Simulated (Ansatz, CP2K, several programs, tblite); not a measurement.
Energy against volume for In3GaAs4, ordered on the zincblende lattice (P-4m2) with 8 atoms a cell, at fixed shape and fractional coordinates, computed by several methods (PBE and r2SCAN, where shown, with plane waves in Ansatz); the cell shown is that of r2SCAN. With free coordinates or axes held, a curve is too stiff, and on another method's shape its minimum isn't the method's own volume. The symmetry is P-4m2 (No. 115, tetragonal); a = 4.237 Å, c = 12.029 Å in the conventional setting, 26.99 Å³ an atom. Ga has 4 As at 2.50 Å; As has 2 Ga at 2.50 Å and 2 In at 2.63 Å; In has 4 As at 2.63 Å; As has 4 In at 2.63 Å. No spin polarisation and no zero-point or thermal motion; the cell was built from a prototype and may be hypothetical. Energies count from each curve's lowest point; fits are third-order Birch-Murnaghan.

```xyz
8
Lattice="4.2371 0.0000 0.0000 0.0000 4.2371 0.0000 0.0000 0.0000 12.0291" Properties=species:S:1:pos:R:3 pbc="T T T"
Ga    0.0000    0.0000    0.0000
As    0.0000    2.1185    1.3355
In    2.1185    2.1185    2.9017
As    2.1185    0.0000    4.4576
In    0.0000    0.0000    6.0146
As    0.0000    2.1185    7.5715
In    2.1185    2.1185    9.1274
As    2.1185    0.0000   10.6936
```

PBE/SZV (CP2K), on the shape of the cell shown:
```tsv
V (Å³/atom)	E (meV/atom)
23.755	245.38
25.375	106.93
26.994	30.76
28.614	0.00
30.234	1.15
```
V₀ = 29.33 Å³ an atom and B₀ = 50 GPa.

light PBE (260 eV, its own mesh), on the shape of the cell shown:

| V (Å³/atom) | E (meV/atom) |
| --- | --- |
| 24.835 | 155.11 |
| 25.915 | 122.82 |
| 26.994 | 67.97 |
| 28.074 | 42.10 |
| 29.154 | 0.00 |
| 30.234 | 14.82 |

The points scatter about a smooth fit, as a low cutoff and a light mesh can make them, so no fit is quoted.

GFN2-xTB (tblite), on the shape of the cell shown, as a cluster of 32 atoms at the zone centre:
```tsv
V (Å³/atom)	E (meV/atom)
23.755	370.79
25.375	244.92
26.994	137.22
28.614	49.25
30.234	0.00
```
The lowest point is an end point, so the minimum isn't bracketed.

PBE, on the shape of its own relaxed cell:
```tsv
V (Å³/atom)	E (meV/atom)
26.420	17.91
27.264	4.16
28.107	0.00
28.950	3.90
29.793	14.56
```
V₀ = 28.10 Å³ an atom and B₀ = 51 GPa.

Question: r2SCAN, on the shape of its own relaxed cell, gives
```csv
V (Å³/atom),E (meV/atom)
25.375,20.64
26.185,4.85
26.994,0.00
27.804,4.26
28.614,15.92
```
What equilibrium volume and bulk modulus follow?

Answer: V₀ = 26.99 Å³ an atom and B₀ = 60 GPa.
